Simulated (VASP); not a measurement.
# Fe (P6_3/mmc) in VASP: settings compared, part 3 of 3

VASP 6.6.1. Earlier steps stand in the parts before.

### 5 Optical spectrum, revPBE+U, collinear spin, ferromagnetic start

INCAR

```
PREC = Accurate
ENCUT = 520
EDIFF = 1E-6
ISMEAR = -5
SIGMA = 0.05
LREAL = False
LASPH = True
NELM = 150
ALGO = Normal
ISIF = 2
LWAVE = False
LCHARG = False
ISPIN = 2
MAGMOM = 3 3
LORBIT = 11
LMAXMIX = 4
LDAU = True
LDAUTYPE = 2
LDAUL = 2
LDAUU = 4.5
LDAUJ = 0
LDAUPRINT = 1
GGA = RE
LOPTICS = True
NBANDS = 56
NEDOS = 1000
CSHIFT = 0.1
```

Fe.cif

```cif
data_Fe
_cell_length_a 2.43415759
_cell_length_b 2.43415759
_cell_length_c 3.84193447
_cell_angle_alpha 90.00000000
_cell_angle_beta 90.00000000
_cell_angle_gamma 120.00000000
_space_group_name_H-M_alt 'P6_3/mmc'
_space_group_name_Hall '-P 6c 2c'
_space_group_IT_number 194
loop_
_space_group_symop_operation_xyz
'x,y,z'
'-x,-y,-z'
'x-y,x,z+1/2'
'-x+y,-x,-z+1/2'
'-y,x-y,z'
'y,-x+y,-z'
'-x,-y,z+1/2'
'x,y,-z+1/2'
'-x+y,-x,z'
'x-y,x,-z'
'y,-x+y,z+1/2'
'-y,x-y,-z+1/2'
'-y,-x,-z+1/2'
'y,x,z+1/2'
'-x,-x+y,-z'
'x,x-y,z'
'-x+y,y,-z+1/2'
'x-y,-y,z+1/2'
'y,x,-z'
'-y,-x,z'
'x,x-y,-z+1/2'
'-x,-x+y,z+1/2'
'x-y,-y,-z'
'-x+y,y,z'
loop_
_atom_site_label
_atom_site_type_symbol
_atom_site_symmetry_multiplicity
_atom_site_Wyckoff_symbol
_atom_site_fract_x
_atom_site_fract_y
_atom_site_fract_z
_atom_site_occupancy
Fe1 Fe 2 c 0.6666666667 0.3333333333 0.7500000000 1
```

KPOINTS

```
Automatic mesh
0
Gamma
  12 12 7
```

POSCAR

```
Fe
 1.0000000000000000
     2.4341575899999999    0.0000000000000000    0.0000000000000000
    -1.2170787949999995    2.1080423097547061    0.0000000000000000
     0.0000000000000000    0.0000000000000000    3.8419344700000000
 Fe 
   2
Cartesian
  1.2170787951217079  0.7026807698479672  2.8814508525000000
 -0.0000000001217076  1.4053615399067390  0.9604836175000000
```

Potentials or basis: VASP PAW PBE potentials, release 64 (Fe).

Launch:

```sh
$ ase convert -i cif -o vasp Fe.cif POSCAR
$ cat potpaw_PBE.64/Fe/POTCAR > POTCAR
$ mpirun -np 1 vasp_std > vasp.out
```

OUTCAR:

```text
PREC = Accurate
   ENCUT = 520
   EDIFF = 1E-6
   ISMEAR = -5
   LREAL = False
   LASPH = True
   NELM = 150
   ISIF = 2
   ISPIN = 2
   LORBIT = 11
   GGA = RE

 ion  position               nearest neighbor table
   1  0.667  0.333  0.750-   2 2.38   2 2.38   2 2.38   2 2.38   2 2.38   2 2.38
   2  0.333  0.667  0.250-   1 2.38   1 2.38   1 2.38   1 2.38   1 2.38   1 2.38

  LATTYP: Found a hexagonal cell.
 ALAT       =     2.4341575900
 C/A-ratio  =     1.5783425386

  Lattice vectors:

 A1 = (   2.4341575900,   0.0000000000,   0.0000000000)
 A2 = (  -1.2170787950,   2.1080423098,   0.0000000000)
 A3 = (   0.0000000000,   0.0000000000,   3.8419344700)

Analysis of symmetry for initial positions (statically):
=====================================================================
 Subroutine PRICEL returns:
 Original cell was already a primitive cell.

 Routine SETGRP: Setting up the symmetry group for a
 hexagonal supercell.

[... 283 lines left out ...]
      3       2.8790      1.00000
      4       2.8790      1.00000
      5       3.3365      1.00000
      6       3.3365      1.00000
[... 1097 lines left out ...]
     19      34.1728      0.00000
     20      35.8357      0.00000

 [... further k-points ...]

 [bands above 20 left out]

------------------------ aborting loop because EDIFF is reached ----------------------------------------

  FORCE on cell =-STRESS in cart. coord.  units (eV):
  Direction    XX          YY          ZZ          XY          YZ          ZX
  --------------------------------------------------------------------------------------
  -------------------------------------------------------------------------------------
  Total        7.4447932      7.4447932     13.3808151      0.0000000     -0.0000000      0.0000000
  in kB      605.0416228    605.0416228   1087.4647426      0.0000000     -0.0000000      0.0000000
  external PRESSURE =     765.8493294 kB  Pullay stress =       0.0000000 kB

 VOLUME and BASIS-vectors are now :
 -----------------------------------------------------------------------------
  energy-cutoff  :      520.00
  volume of cell :       19.71
      direct lattice vectors                 reciprocal lattice vectors
     2.434157590  0.000000000  0.000000000     0.410819745  0.237186890  0.000000000
    -1.217078795  2.108042310  0.000000000     0.000000000  0.474373781  0.000000000
     0.000000000  0.000000000  3.841934470     0.000000000  0.000000000  0.260285543

 POSITION                                       TOTAL-FORCE (eV/Angst)
 -----------------------------------------------------------------------------------
      1.21708      0.70268      2.88145        -0.000000      0.000000      0.000000
     -0.00000      1.40536      0.96048         0.000000      0.000000      0.000000
 -----------------------------------------------------------------------------------
    total drift:                                0.000000      0.000000     -0.000000

  FREE ENERGIE OF THE ION-ELECTRON SYSTEM (eV)
  ---------------------------------------------------
  free  energy   TOTEN  =        -7.8061102746 eV

  energy  without entropy=       -7.8061102746  energy(sigma->0) =       -7.80611027

 total charge

# of ion       s       p       d       tot
------------------------------------------
    1        0.573   0.663   6.441   7.676
    2        0.573   0.663   6.441   7.676
--------------------------------------------------
tot          1.145   1.325  12.881  15.352

 magnetization (x)

# of ion       s       p       d       tot
------------------------------------------
    1       -0.027  -0.080   2.948   2.841
    2       -0.027  -0.080   2.948   2.841
--------------------------------------------------
tot         -0.054  -0.161   5.896   5.681
```

stdout:

```text
POSCAR found type information on POSCAR Fe
 POSCAR found :  1 types and       2 ions
 scaLAPACK will be used
 -----------------------------------------------------------------------------
|                                                                             |
[... 39 lines left out ...]
|     means of the tetrahedron method is not supported for metallic           |
|     systems. VASP will skip the calculation of the optical properties.      |
|     Please rerun with ISMEAR > -4.                                          |
|                                                                             |
 -----------------------------------------------------------------------------
```

Wall time 3.6 min (1 thread of Intel Xeon Platinum 8259CL at 2.50GHz (Skylake/Cascade Lake), shared host); peak memory 0.23 GiB.

What came out:

```
Free energy                                           : -7.8061 eV
Pressure                                              : 76.6 GPa
Band gap on the k mesh                                : none (metal or under the smearing width)
Net moment                                            : 5.58 μB per cell
Site moments                                          : Fe +2.84 μB
Valence electrons inside the program's atomic spheres : Fe 7.68
```

Stress tensor (GPa, compression positive):
```
 60.50   0.00   0.00
  0.00  60.50   0.00
  0.00   0.00 108.75
```

Eigenvalues of the final occupation matrices:
| site | spin | trace | eigenvalues |
| --- | --- | --- | --- |
| site 1 d | 1 | 4.71 | 0.93 0.94 0.94 0.95 0.95 |
| site 1 d | 2 | 1.76 | 0.19 0.19 0.33 0.33 0.71 |
| site 2 d | 1 | 4.71 | 0.93 0.94 0.94 0.95 0.95 |
| site 2 d | 2 | 1.76 | 0.19 0.19 0.33 0.33 0.71 |

Caveat: a pressure of tens of GPa on the cell as given is suspect, and the run, the potentials or the cell itself is likely at fault; the PAW data sets were made with another functional, which shifts forces and pressure a little; the U is typed as a test and isn't derived for this compound; tetrahedron occupations give inexact forces and stress in metals. The state reached can hang on the start; a lower one may exist.

### 6 Equation of state, LDA, collinear spin, ferromagnetic start, 9.16 Å³/atom (a relaxed cell with its volume scaled by 0.96)

INCAR

```
SYSTEM = Fe
PREC = Accurate
ENCUT = 520
EDIFF = 1E-6
ISMEAR = -1
SIGMA = 0.05
LREAL = .FALSE.
LASPH = .TRUE.
NELM = 150
ALGO = Normal
ISIF = 2
LWAVE = .FALSE.
LCHARG = .FALSE.
ISPIN = 2
MAGMOM = 3 3
LORBIT = 11
LMAXMIX = 4
```

KPOINTS

```
regular mesh
0
G
  10 10 6
  0 0 0
```

POSCAR

```
Fe                                      
1.0
    2.3779238501      0.0000000000      0.0000000000
   -1.1889619251      2.0593424624     -0.0000000000
   -0.0000000000     -0.0000000000      3.7414196961
  Fe            
     2
Direct
     0.6666666667000030    0.3333333332999970    0.7500000000000000
     0.3333333332999970    0.6666666667000030    0.2500000000000000
```

Potentials or basis: VASP PAW LDA potentials, release 64 (Fe).

Launch:

```sh
$ cat potpaw_LDA.64/Fe/POTCAR > POTCAR
$ mpirun -np 1 vasp_std > vasp.out
```

Run time: 23 s. Hardware: 1 thread of Intel Xeon Platinum 8259CL at 2.50GHz (Skylake/Cascade Lake), shared host; peak memory 0.13 GiB.

The run converged. Its results:

```yaml
Free_energy: -18.7856 eV
Pressure: 15.5 GPa
Band_gap_on_the_k_mesh: none (metal or under the smearing width)
Net_moment: 0.00 μB per cell
Valence_electrons_inside_the_program's_atomic_spheres: Fe 7.82
```

Caveat: the starting moments collapsed, and a magnetic state may lie lower.

### 7 Equation of state, LDA, collinear spin, ferromagnetic start, 9.35 Å³/atom (a relaxed cell with its volume scaled by 0.98)

INCAR is that of step 6.

KPOINTS is that of step 6.

POSCAR

```
Fe                                      
1.0
    2.3943238431      0.0000000000      0.0000000000
   -1.1971619216      2.0735452730     -0.0000000000
   -0.0000000000     -0.0000000000      3.7672234059
  Fe            
     2
Direct
     0.6666666667000030    0.3333333332999970    0.7500000000000000
     0.3333333332999970    0.6666666667000030    0.2500000000000000
```

Launch:

```sh
$ cat potpaw_LDA.64/Fe/POTCAR > POTCAR
$ mpirun -np 1 vasp_std > vasp.out
```

Run time: 24 s. Hardware: 1 thread of Intel Xeon Platinum 8259CL at 2.50GHz (Skylake/Cascade Lake), shared host; peak memory 0.13 GiB.

It converged, with:

```
Free energy                                           : -18.8127 eV
Pressure                                              : 7.3 GPa
Band gap on the k mesh                                : none (metal or under the smearing width)
Net moment                                            : 0.00 μB per cell
Valence electrons inside the program's atomic spheres : Fe 7.75
```

Caveat: the starting moments collapsed, and a magnetic state may lie lower.

### 8 Equation of state, LDA, collinear spin, ferromagnetic start, 9.54 Å³/atom

INCAR is that of step 7.

KPOINTS is that of step 7.

POSCAR

```
Fe                                      
1.0
    2.4105021977      0.0000000000      0.0000000000
   -1.2052510989      2.0875561391     -0.0000000000
   -0.0000000000     -0.0000000000      3.7926783903
  Fe            
     2
Direct
     0.6666666667000030    0.3333333332999970    0.7500000000000000
     0.3333333332999970    0.6666666667000030    0.2500000000000000
```

Launch:

```sh
$ cat potpaw_LDA.64/Fe/POTCAR > POTCAR
$ mpirun -np 1 vasp_std > vasp.out
```

Run time: 23 s. Hardware: 1 thread of Intel Xeon Platinum 8259CL at 2.50GHz (Skylake/Cascade Lake), shared host; peak memory 0.14 GiB.

It converged, with:

* Free energy: -18.8213 eV
* Pressure: 0.0 GPa
* Band gap on the k mesh: none (metal or under the smearing width)
* Net moment: 0.00 μB per cell
* Valence electrons inside the program's atomic spheres: Fe 7.70

Caveat: the starting moments collapsed, and a magnetic state may lie lower.

### 9 Equation of state, LDA, collinear spin, ferromagnetic start, 9.73 Å³/atom (a relaxed cell with its volume scaled by 1.02)

INCAR is that of step 8.

KPOINTS is that of step 8.

POSCAR

```
Fe                                      
1.0
    2.4264662536      0.0000000000      0.0000000000
   -1.2132331269      2.1013814171     -0.0000000000
   -0.0000000000     -0.0000000000      3.8177961977
  Fe            
     2
Direct
     0.6666666667000030    0.3333333332999970    0.7500000000000000
     0.3333333332999970    0.6666666667000030    0.2500000000000000
```

Potentials or basis: VASP PAW LDA potentials, release 64 (Fe).

Launch:

```sh
$ cat potpaw_LDA.64/Fe/POTCAR > POTCAR
$ mpirun -np 1 vasp_std > vasp.out
```

It took 23 s on 1 thread of Intel Xeon Platinum 8259CL at 2.50GHz (Skylake/Cascade Lake), shared host; peak memory 0.14 GiB.

Results (log left out):

```
Free energy                                           : -18.8132 eV
Pressure                                              : -6.6 GPa
Band gap on the k mesh                                : none (metal or under the smearing width)
Net moment                                            : 0.00 μB per cell
Valence electrons inside the program's atomic spheres : Fe 7.64
```

Caveat: the starting moments collapsed, and a magnetic state may lie lower.

### 10 Equation of state, LDA, collinear spin, ferromagnetic start, 9.92 Å³/atom (a relaxed cell with its volume scaled by 1.04)

INCAR is that of step 9.

KPOINTS is that of step 9.

POSCAR

```
Fe                                      
1.0
    2.4422229695      0.0000000000      0.0000000000
   -1.2211114848      2.1150271333     -0.0000000000
   -0.0000000000     -0.0000000000      3.8425877768
  Fe            
     2
Direct
     0.6666666667000030    0.3333333332999970    0.7500000000000000
     0.3333333332999970    0.6666666667000030    0.2500000000000000
```

Launch:

```sh
$ cat potpaw_LDA.64/Fe/POTCAR > POTCAR
$ mpirun -np 1 vasp_std > vasp.out
```

It took 26 s on 1 thread of Intel Xeon Platinum 8259CL at 2.50GHz (Skylake/Cascade Lake), shared host; peak memory 0.14 GiB.

It converged, with:

```yaml
Free_energy: -18.7904 eV
Pressure: -12.5 GPa
Band_gap_on_the_k_mesh: none (metal or under the smearing width)
Net_moment: 0.00 μB per cell
Valence_electrons_inside_the_program's_atomic_spheres: Fe 7.59
```

Caveat: the starting moments collapsed, and a magnetic state may lie lower.

### 11 Equation of state, LDA, collinear spin, ferromagnetic start

This run uses another cell than the first one, of 9.54 Å³/atom, 0.968 times its volume.

This step only gathers the single runs of the series.

What came out:

```
Equilibrium volume                        : 9.54 Å³/atom
Bulk modulus at fixed shape and positions : 348 GPa
Pressure derivative of the bulk modulus   : 4.7 (rough: it moves with the points fitted)
```

Energy against volume, from the lowest point:
| volume (Å³/atom) | energy (meV/atom) |
| --- | --- |
| 9.161 | 17.86 |
| 9.352 | 4.28 |
| 9.542 | 0.00 |
| 9.733 | 4.03 |
| 9.924 | 15.46 |

Caveat: the cell was scaled at fixed shape and fractional positions, which overstates the stiffness of a crystal with free parameters, most of all of layers and chains.

### 12 The runs side by side

```tsv
task	level	potentials or basis	spin	U	fixed moment (μB)	cell	k mesh	cutoff (eV)	smearing	LDAUTYPE	hund's J	ladder	other keys	gap on the mesh (eV)	pressure (GPa)	moment (μB)
single point	SCAN+D3+U	VASP PAW PBE potentials, release 64 (Fe)	collinear, antiferromagnetic start	Fe d U = 1 eV	-	volume scaled by 1.04	12 × 12 × 7	520	tetrahedron, uncorrected 0.005 eV	-	-	-	NELMIN = 8; ISMEAR = -4; SIGMA = 0.005	none	24.6	0.00
band structure	LDA+U	VASP PAW LDA potentials, release 54 (Fe)	collinear, antiferromagnetic start	Fe d U = 8 eV, J = 1.0 eV	0	P6_3/mmc, 9.86 Å³/atom	12 × 12 × 7	500	methfessel-paxton 0.1 eV	2	1	-	-	-	-	0.00
hyperfine couplings	PBE+D4+U	VASP PAW PBE potentials, release 64 (Fe)	collinear, ferrimagnetic start	Fe d U = 6 eV, J = 1.0 eV	-	P6_3/mmc, 9.86 Å³/atom	12 × 12 × 7	520	methfessel-paxton 0.2 eV	2	1	-	-	none	62.3	0.00
optical spectrum	revPBE+U	VASP PAW PBE potentials, release 64 (Fe)	collinear, ferromagnetic start	Fe d U = 4.5 eV	-	P6_3/mmc, 9.86 Å³/atom	12 × 12 × 7	520	tetrahedron	-	-	-	-	none	76.6	5.58
equation of state	LDA	VASP PAW LDA potentials, release 64 (Fe)	collinear, ferromagnetic start	-	-	P6_3/mmc, 9.54 Å³/atom	10 × 10 × 6	520	fermi-dirac 0.05 eV	-	-	gaps	-	-	-	-
```

Caveats: the U is typed as a test and isn't derived for this compound (some runs); the PAW data sets were made with another functional, which shifts forces and pressure a little (some runs); pairwise dispersion overbinds metals, which lowers pressure and volume (some runs); a pressure of tens of GPa on the cell as given is suspect, and the run, the potentials or the cell itself is likely at fault (some runs); the total moment is fixed, so each spin has its own Fermi level (some runs); tetrahedron occupations give inexact forces and stress in metals (some runs); the cell was scaled at fixed shape and fractional positions, which overstates the stiffness of a crystal with free parameters, most of all of layers and chains (some runs).

Absolute energies hang on the potentials; compare differences alone.
